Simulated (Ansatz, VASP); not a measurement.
Si: VASP beside Ansatz

```
Si
1.0
     0.00000    2.62076    2.62076
     2.62076    0.00000    2.62076
     2.62076    2.62076    0.00000
Si
2
Direct
  0.87500 0.87500 0.87500
  0.12500 0.12500 0.12500
```

Change from the starting cell: volume scaled by 0.88, LAPW.

Alike in both runs: task single point; functional PBE; k mesh 12 × 12 × 12; occupations fermi-dirac, width 0.08 eV; no spin polarisation.

|  | VASP | Ansatz |
| --- | --- | --- |
| version | VASP 6.6.1 | Ansatz 0.2.0 |
| potentials or method | VASP PAW PBE potentials, release 64 (Si), cutoff 520 eV | all-electron LAPW, scalar-relativistic |

|  | VASP | Ansatz | Ansatz less VASP |
| --- | --- | --- | --- |
| pressure (GPa) | 14.8 | 14.8 | +0.02 |

Ansatz ran all-electron here, so the differences hold the error of VASP's frozen core and of both bases.
